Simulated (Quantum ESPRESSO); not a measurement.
InAs:

```
In As
1.0
     0.00000    3.01800    3.01800
     3.01800    0.00000    3.01800
     3.01800    3.01800    0.00000
In As
1 1
Direct
  0.00000 0.00000 0.00000
  0.75000 0.75000 0.75000
```

| Property | Result |
| --- | --- |
| Program | Quantum ESPRESSO 7.5 |
| Task | phonons |
| Functional | LDA |
| Potentials or basis | PseudoDojo 0.4.1 SR LDA standard |
| Cutoff | 1088 eV |
| Density cutoff | 4354 eV |
| k mesh | 8 × 8 × 8 |
| Occupations | methfessel-paxton, width 0.136 eV |
| Spin | no spin polarisation |
| Form of the LDA correlation | PW92 |
| Mixing beta | 0.5 |
| Most SCF iterations | 120 |
| SCF threshold | 4e-10 Ry |

Q: Which optical modes does the crystal have at the zone centre, and which show in infrared and Raman spectra?

A: The optical modes are T2. Infrared active: T2. Raman active: T2.

Optical modes at Γ, degenerate ones joined:
| cm⁻¹ | components | symmetry | active in |
| --- | --- | --- | --- |
| 212 | 3 | T2 | IR and Raman |
